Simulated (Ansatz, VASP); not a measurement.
**One calculation of Te2Mo, two programs**

Contents of POSCAR:

```
Te2Mo
1.0
    3.5181997508      0.0000000000      0.0000000000
   -1.7590998754      3.0468503597      0.0000000000
    0.0000000000      0.0000000000     13.9736000000
Te Mo
4 2
Direct
    0.3333333333      0.6666666667      0.6210000000
    0.6666666667      0.3333333333      0.1210000000
    0.3333333333      0.6666666667      0.8790000000
    0.6666666667      0.3333333333      0.3790000000
    0.3333333333      0.6666666667      0.2500000000
    0.6666666667      0.3333333333      0.7500000000
```

The input INCAR.step1:

```
ALGO = Normal ; EDIFF = 1E-4
ENCUT = 520 ; GGA = PE
ISMEAR = 0 ; LASPH = T
LCHARG = F ; LREAL = F
LWAVE = T ; NBANDS = 35
NELM = 100 ; PREC = Accurate
SIGMA = 0.1
```

File INCAR.step2:

```
ALGO = Normal ; EDIFF = 1E-6
ENCUT = 520 ; ISIF = 2
ISMEAR = 0 ; ISTART = 1
LASPH = T ; LCHARG = F
LMIXTAU = T ; LREAL = F
LWAVE = F ; METAGGA = R2SCAN
NBANDS = 35 ; NELM = 100
PREC = Accurate ; SIGMA = 0.1
```

KPOINTS

```
k-points
0
Gamma
  6 6 2
```

Input for Ansatz:

```yaml
crystal:
  lattice:
    - [3.5182, 0.0, 0.0]
    - [-1.7591, 3.0468505756, 0.0]
    - [0.0, 0.0, 13.9736]
  atoms:
    - { symbol: Te, position: [0.3333333333, 0.6666666667, 0.621] }
    - { symbol: Te, position: [0.6666666667, 0.3333333333, 0.121] }
    - { symbol: Te, position: [0.3333333333, 0.6666666667, 0.879] }
    - { symbol: Te, position: [0.6666666667, 0.3333333333, 0.379] }
    - { symbol: Mo, position: [0.3333333333, 0.6666666667, 0.25] }
    - { symbol: Mo, position: [0.6666666667, 0.3333333333, 0.75] }
basis:
  ecutwfc: 500
kpoints:
  mp_grid: { grid: [6, 6, 2] }
hamiltonian:
  xc: r2scan
scf:
  occupations: { method: gaussian, width: 0.1 }
output:
  forces: true
  stress: true
  eigenvalues: true
```

Alike in both runs: task single point; functional r2SCAN; k mesh 6 × 6 × 2; occupations gaussian, width 0.1 eV; no spin polarisation.

```csv
,VASP,Ansatz
version,VASP 6.6.1,Ansatz 0.2.0
potentials or method,"VASP PAW PBE potentials, release 64 (Te, Mo_sv)","scalar-relativistic, plane waves, PAW"
plane-wave cutoff (eV),520,500
valence electrons in the cell,52,92
```

Ansatz gave:

* gap on the k mesh at the Fermi level (eV): 0.94
* least direct gap on the mesh (eV): 1.12
* pressure (GPa): 2.2
* largest component of the traceless stress (GPa): 0.48
* rms of the force components (eV/Å): 0.035

Problem. What did VASP give for the same quantities?

Solution. gap on the k mesh at the Fermi level (eV): 0.94; least direct gap on the mesh (eV): 1.13; pressure (GPa): 2.4; largest component of the traceless stress (GPa): 0.42; rms of the force components (eV/Å): 0.022.

Atom by atom the forces differ by 0.012 eV/Å (rms over components). The functional is the same, so the differences come from potentials, cutoffs and numerics. The two sets of potentials don't hold the same shells in valence.

Caveats: the PAW data sets were made with another functional, which shifts forces and pressure a little (VASP); spin-orbit coupling is left out, which moves the levels of the heavy elements. r2SCAN opens gaps a little over a GGA but as a rule still falls short of measured ones. A k mesh can miss the band edges.
